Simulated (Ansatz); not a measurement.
**Nb (Im-3m), stationary points along a deformation path**

The calculation used Ansatz, DFT PBE, scalar-relativistic, plane waves, PAW. Cutoff 420 eV, Γ-centred 22×22×22 k-points, Gaussian smearing of 0.15 eV. No spin polarisation. Energies are free energies at this smearing, counted from the undisturbed cell; pressure is positive in compression.

The starting cell (as given, not relaxed at this level; it stands at -2.6 GPa):

```
Nb
1.0
    -1.66395    1.66395    1.66395
     1.66395   -1.66395    1.66395
     1.66395    1.66395   -1.66395
Nb
1
Cartesian
  0.0000 0.0000 0.0000
```

At fixed volume and fractional coordinates, lengths along (0.577, 0.577, 0.577) are scaled against those across it; ρ is that ratio over its starting value. V = 18.428 Å³/atom. Δσ is the stress along the axis less the mean stress across it (compression positive).

| ρ | ΔE (meV/atom) | Δσ (GPa) | space group |
| --- | --- | --- | --- |
| 0.500 | 6544.4 | 442.14 | R-3m |
| 0.600 | 2267.8 | 199.17 | R-3m |
| 0.710 | 627.8 | 77.44 | R-3m |
| 0.850 | 57.9 | 14.85 | R-3m |
| 0.930 | 5.4 | 2.53 | R-3m |
| 1.000 | 0.0 | 0.00 | Im-3m |
| 1.080 | 8.4 | -2.64 | R-3m |
| 1.200 | 64.0 | -12.80 | R-3m |
| 1.410 | 358.9 | -33.48 | R-3m |
| 1.700 | 830.6 | -28.52 | R-3m |
| 2.000 | 1046.4 | 0.00 | Pm-3m |

Problem. How does the stress give the slope of the energy, and where is the energy stationary?

Solution. Along the path d ln(length) is 2/3 d ln ρ on the axis and −1/3 d ln ρ across it, so dE/d ln ρ = −(2/3) V Δσ: the energy falls with ρ where Δσ is positive. Δσ vanishes or changes sign at ρ = 1.000 (Im-3m), a minimum at 0.0 meV/atom; at ρ = 2.000 (Pm-3m, an end of the scan), at 1046.4 meV/atom. Pairs of stationary points between two samples would go unseen, and could change a minimum read from distant neighbours into a maximum. At ρ = 1.000, 2.000 the cell is cubic, where symmetry alone makes the stress isotropic and the slope zero.

Problem. Which shear constant sets the curvature at ρ = 1?

Solution. For a cubic crystal E/V = (2/3) C (ln ρ)² with C = C44, so Δσ = −2C ln ρ. The parabola of Δσ against ln ρ through ρ = 0.930, 1 and 1.080 gives C ≈ 17.3 GPa with the ions clamped, rough because the steps are large. It is the stress–strain coefficient at this cell's pressure of -2.6 GPa, not the zero-pressure constant.

In a metal these slopes depend on the k mesh and the smearing.